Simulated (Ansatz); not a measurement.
The system is BaTiO3.

```
CELL_PARAMETERS angstrom
3.99980 0.00000 0.00000
0.00000 3.99980 0.00000
0.00000 0.00000 4.01800
ATOMIC_POSITIONS crystal
Ba 0.00000 0.00000 0.00000
Ti 0.50000 0.50000 0.49000
O 0.00000 0.50000 0.51700
O 0.50000 0.00000 0.51700
O 0.50000 0.50000 0.01900
```

| Quantity | Value |
| --- | --- |
| Program | Ansatz 0.2.0 |
| Task | relaxation of cell and atoms |
| Functional | r2SCAN |
| Potentials or basis | Ansatz PAW |
| Cutoff | 500 eV (not typed: the program's choice for these potentials) |
| k mesh | 7 × 7 × 7 |
| Occupations | fermi-dirac, width 0.05 eV |
| Spin | no spin polarisation |

At the start: volume 12.86 Å³/atom.

Problem. Where does the relaxation end?

Solution. It ends after 8 steps and the volume is 12.98 Å³/atom (+1.0 %); space group P4mm (No. 99, to 0.05 Å).

Step by step:
```csv
step,energy change (eV),largest force (eV/Å),volume (Å³)
1,0.0000,0.3920,64.28
2,-0.0057,0.1964,64.11
3,-0.0073,0.2720,64.10
4,-0.0113,0.2751,64.14
5,-0.0204,0.0162,64.75
6,-0.0204,0.0096,64.97
7,-0.0205,0.0001,64.89
8,-0.0208,0.0008,64.89
```

Final structure:
```cif
data_structure
_symmetry_space_group_name_H-M 'P 1'
_symmetry_Int_Tables_number 1
_cell_length_a 3.9722
_cell_length_b 3.9722
_cell_length_c 4.1128
_cell_angle_alpha 90.000
_cell_angle_beta 90.000
_cell_angle_gamma 90.000
_cell_volume 64.89
loop_
_atom_site_label
_atom_site_type_symbol
_atom_site_fract_x
_atom_site_fract_y
_atom_site_fract_z
_atom_site_occupancy
Ba1 Ba 0.00000 0.00000 0.99559 1
Ti1 Ti 0.50000 0.50000 0.47749 1
O1 O 0.00000 0.50000 0.51766 1
O2 O 0.50000 0.00000 0.51766 1
O3 O 0.50000 0.50000 0.03460 1
```

Caveat: the plane-wave basis is chosen anew once the cell has moved, so the energies of steps on either side of that aren't comparable; the PAW data sets come from PBE, with cores solved anew for the run's functional, which leaves a small shift of forces and pressure.
